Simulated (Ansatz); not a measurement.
An Ansatz (a quantum-chemistry and plane-wave program) run: ZnTe with a change (isotropic strain −1.97 %); r2SCAN in Ansatz (plane waves to 500 eV, PAW, without spin-orbit coupling).

Input:

Ansatz 0.2 input:
```yaml
crystal:
  lattice:
    - [0, 2.9964871653, 2.9964871653]
    - [2.9964871653, 0, 2.9964871653]
    - [2.9964871653, 2.9964871653, 0]
  atoms:
    - { symbol: Te, position: [0.75, 0.75, 0.75] }
    - { symbol: Zn, position: [0, 0, 0] }
basis: { ecutwfc: 500, ecutrho_ratio: 4, xc_grid: 4, fft_grid_basis: typed }
kpoints: { mp_grid: { grid: [9, 9, 9] } }
hamiltonian:
  xc: r2scan
  dispersion: none
  pseudopotentials: { kind: paw }
scf: { occupations: { method: fermi_dirac, width: 0.05 }, convergence: { dr2_threshold: 0.0000000002 } }
relax: { f_tol: 0.005, max_steps: 50 }
output: { forces: true, stress: true }
checkpoint: { write: state.ck, write_every: 1000 }
```

Output (explanatory and most iteration lines left out):

```
Relaxation: its limit of steps is 50 (relax.max_steps)
Pseudopotential: Te, paw, valence charge 16
Pseudopotential: Zn, paw, valence charge 12
Crystal: 2 atoms, lattice volume = 53.811 Å³
Basis set: ecut = 500 eV, 1363 PW (Γ), exchange–correlation on 128×128×128 points (64 copies of the dense FFT grid, shifted against one another)
Bands: 18, of which v1, the nominal top of the filled ones, is band 14 counted from 1 (13 counted from 0)
Symmetry: 24 space group operations
Space group: F-43m (ITA 216), of the structure as read, at distance tolerance 3.8e-5 Å
k-points: 35 of 729 (time reversal used)
Functional: x = r2scan, c = r2scan; τ floored in thin density (d = 2e-4 eV/Å³)
SCF iter   1: F=—  HF=-10321.599083 eV  |F-HF|=—  |Δ(HF+E_count)|=         —  Δρ=1.27e-2  dr2=4.26e-2  dr2_τ=2.81e-3  ethr=1.77e-3  ⟨swp⟩=5.7  Hψ=3448  notcnv=0
SCF iter   2: F=—  HF=-10321.601528 eV  |F-HF|=—  |Δ(HF+E_count)|=   2.44e-3  Δρ=3.79e-3  dr2=8.45e-3  dr2_τ=2.02e-4  ethr=1.52e-4  ⟨swp⟩=2.3  Hψ=1343  notcnv=0
SCF 1 converged in 8 iterations: F = -10321.596613 eV  dr2 = 8.12e-11
relax step   1: F+E_penalty+E_count = -10321.59661298 eV  Δ(F+E_penalty+E_count) = +0.000e0 eV  max|allowed force component| = 1.116e-16 eV/Å  Δτ_max = 0.0000 Å  (8 SCF iters, accepted)
Crystal: 2 atoms, lattice volume = 53.811 Å³
SCF iter   1: F=—  HF=-10321.596613 eV  |F-HF|=—  |Δ(HF+E_count)|=         —  Δρ=4.08e-7  dr2=8.12e-11  dr2_τ=5.26e-13  ethr=1.00e-12  ⟨swp⟩=2.4  Hψ=3605  notcnv=0
SCF iter   2: F=-10321.596613 eV  HF=-10321.596613 eV  |F-HF|=1.82e-12  |Δ(HF+E_count)|=  2.55e-11  Δρ=7.98e-8  dr2=3.37e-12  dr2_τ=1.81e-13  ethr=1.00e-12  ⟨swp⟩=4.1  Hψ=2072  notcnv=0
SCF 2 converged in 2 iterations: F = -10321.596613 eV  dr2 = 3.37e-12
SCF converged after 2 iterations
Free energy (F): -10321.596613 eV
Internal energy: -10321.596613 eV  (E = F + TS)
E sigma→0 (E₀):  -10321.596613 eV
Fermi energy:    8.590267 eV
--- Forces (eV/Å), atoms counted from 1 ---
  atom   1  Te     0.00000000    -0.00000000    -0.00000000
  atom   2  Zn    -0.00000000     0.00000000     0.00000000
--- Stress (GPa, compression-positive) ---
        3.407813       0.000000       0.000000
        0.000000       3.407813       0.000000
       -0.000000       0.000000       3.407813
  P = ⅓ Tr σ = 3.4078 GPa (34.078 kbar)
--- Relaxed structure (1 steps of the walk, 1 accepted, 0 SCFs on fresh bases) ---
  atoms:
    - { symbol: Te, position: [0.7500000000000001, 0.7500000000000001, 0.7500000000000001] }
    - { symbol: Zn, position: [0.0, 0.0, 0.0] }
```

With Te present, leaving out spin-orbit coupling can change the band edges. No phonon test of stability was made. The cell was made from ZnTe in the zinc blende structure (space group F-43m, No. 216) by this change: isotropic strain −1.97 %.
